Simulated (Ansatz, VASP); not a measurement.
**LiF in VASP and in Ansatz**

```xyz
2
Lattice="0.0000 2.0417 2.0417 2.0417 0.0000 2.0417 2.0417 2.0417 0.0000" Properties=species:S:1:pos:R:3 pbc="T T T"
Li    0.0000    0.0000    0.0000
F     2.0417    2.0417    2.0417
```

The cell is a database's computed one.

Alike in both runs: task relaxation of cell and atoms; functional PBE; k mesh 10 × 10 × 10; occupations gaussian, width 0.02 eV; no spin polarisation.

|  | VASP | Ansatz |
| --- | --- | --- |
| version | VASP 6.6.1 | Ansatz 0.2.0 |
| potentials or method | VASP PAW PBE potentials, release 64 (Li_sv, F) | scalar-relativistic, plane waves, PAW |
| plane-wave cutoff (eV) | 600 | 420 |
| valence electrons in the cell | 10 | 10 |

Ansatz gave:

| Quantity | Value |
| --- | --- |
| gap on the k mesh at the Fermi level, each at its own relaxed structure (eV) | 8.84 |
| relaxed volume (Å³/atom) | 8.41 |
| relaxed cell length with the largest relative difference (Å) | 2.876 |

Which values does VASP return?

gap on the k mesh at the Fermi level, each at its own relaxed structure (eV): 8.93; relaxed volume (Å³/atom): 8.32; relaxed cell length with the largest relative difference (Å): 2.865.

Caveats: the cutoff is under 1.25 times the usual one of these potentials, so pressure, stress and relaxed cells hold a basis-set (Pulay) error (VASP). As with any semilocal functional, this PBE gap is likely too small. A k mesh can miss the band edges.
